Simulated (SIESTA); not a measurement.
CoO:

```
CELL_PARAMETERS angstrom
2.57053 0.00000 0.00000
0.00000 2.57053 0.00000
0.00000 0.00000 2.57053
ATOMIC_POSITIONS crystal
Co 0.00000 0.00000 0.00000
O 0.50000 0.50000 0.50000
```

Measurements of this composition are mostly on another form, of space group No. 225.

Alike in all runs: program SIESTA 5.4.2; functional PBE; potentials or basis PseudoDojo 0.4 standard (PBE files); basis DZP (energy shift 0.003 Ry; two zetas on semicore shells); grid cutoff 800 Ry; energy shift 0.003 Ry; k mesh 10 × 10 × 10; occupations fermi-dirac, width 0.05 eV.

Starts and where they ended:

```csv
start,free energy over the lowest (meV/atom),net moment (μB),site or absolute moments (μB),gap
"collinear spin, ferromagnetic start of up to 2 μB; fixed moment 1",105.9,1.00,Co +0.97; O +0.03,-
"collinear spin, ferromagnetic start of up to 2 μB; fixed moment 2",0.0,2.00,Co +1.81; O +0.19,-
"collinear spin, ferromagnetic start of up to 2 μB; fixed moment 0",165.5,0.00,-,-
```

All polarised runs hold their moment fixed, so the table maps the energy against it. A still lower state may exist.

Caveats: the basis of atomic orbitals isn't converged, which shifts pressures, moduli and gaps; the total moment is fixed, so each spin has its own Fermi level; a cell with one magnetic atom can't hold antiferromagnetic order, which such compounds often take (some runs); the moment is held away from its start (some runs); the starting moments collapsed, and a magnetic state may lie lower (some runs).
